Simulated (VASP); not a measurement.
# AlN in VASP: one cell, several levels of theory

Aim: gap, levels, forces and stress of AlN (wurtzite), under -3.0 % strain along z alone at fixed geometry. Runs: PBE, r2SCAN.

The runs shown are made with VASP 6.6.1. PAW datasets, plane waves. Computed at 0 K without zero-point motion; spin polarisation is off.

**1. The system as given**

The cell comes from an earlier relaxation with r2SCAN in another program, then strained, with the atoms relaxed again.

Space group P6_3mc (No. 186), hexagonal; conventional cell a = 3.107 Å, c = 4.829 Å, 10.09 Å³ an atom. Near Al stand 4 N at 1.87 Å; near N stand 4 Al at 1.87 Å.

As a file:

Space group P6_3mc (No. 186). a = 3.107 Å, b = 3.107 Å, c = 4.829 Å, α = 90.00°, β = 90.00°, γ = 120.00°
```
atom  site  symmetry       x       y       z
  Al    2b       3m.  0.3333  0.6667  0.9934
   N    2b       3m.  0.3333  0.6667  0.3816
```

**2. Single point with PBE**

The input, INCAR:

```
ENCUT = 520.000000
SIGMA = 0.020000
EDIFF = 1.00e-07
GGA = PE
PREC = Accurate
IBRION = -1
ISIF = 2
ISMEAR = -1
NBANDS = 16
NELM = 120
NSW = 0
LASPH = .TRUE.
LCHARG = .FALSE.
LWAVE = .FALSE.
LREAL = .FALSE.
```

The input, KPOINTS:

```
KPOINTS created by Atomic Simulation Environment
0
Gamma
12 12 6
0 0 0
```

The input, KPOINTS_OPT:

```
special points
6
Reciprocal
0.0000000000 0.0000000000 0.0000000000 1
0.5000000000 0.0000000000 0.0000000000 1
0.3333333333 0.3333333333 0.0000000000 1
0.0000000000 0.0000000000 0.5000000000 1
0.5000000000 0.0000000000 0.5000000000 1
0.3333333333 0.3333333333 0.5000000000 1
```

The input, POSCAR:

```
Al N
 1.0000000000000000
     3.1066937601931870    0.0000000000000000    0.0000000000000000
    -1.5533468800965935    2.6904757181059007    0.0000000000000000
     0.0000000000000000    0.0000000000000000    4.8292338054000004
 Al  N
   2   2
Cartesian
  0.0000000000000000  1.7936504787372667 -0.0317922674036293
  1.5533468800965933  0.8968252393686333  2.3828246352963705
  0.0000000000000000  1.7936504787372667  1.8427549444286293
  1.5533468800965933  0.8968252393686333  4.2573718471286286
```

The run uses the recommended PBE PAW datasets (16 valence electrons a neutral cell).

On the command line:

```console
$ mpirun -np 1 vasp_std
```

**3. r2SCAN at this geometry**

The input, INCAR:

```
ENCUT = 520.000000
SIGMA = 0.010000
EDIFF = 1.00e-07
ALGO = Normal
METAGGA = R2SCAN
PREC = Accurate
IBRION = -1
ISIF = 2
ISMEAR = 0
NBANDS = 16
NELM = 120
NSW = 0
LASPH = .TRUE.
LCHARG = .TRUE.
LELF = .TRUE.
LWAVE = .FALSE.
LREAL = .FALSE.
```

KPOINTS is that of step 2.

KPOINTS_OPT is that of step 2.

POSCAR is that of step 2.

**Question.** What will these runs give? Wanted: for each run, gap; pressure.

As calculated:

| level | gap (eV) | pressure (GPa) |
| --- | --- | --- |
| PBE | 4.33 | 10.70 |
| r2SCAN | 5.01 | 5.88 |

What this shows: The gap runs from 4.33 eV (PBE) to 5.01 eV (r2SCAN). At this one volume the pressure spans 5.9 GPa (r2SCAN) to 10.7 GPa (PBE): PBE wants the largest cell and r2SCAN the smallest.
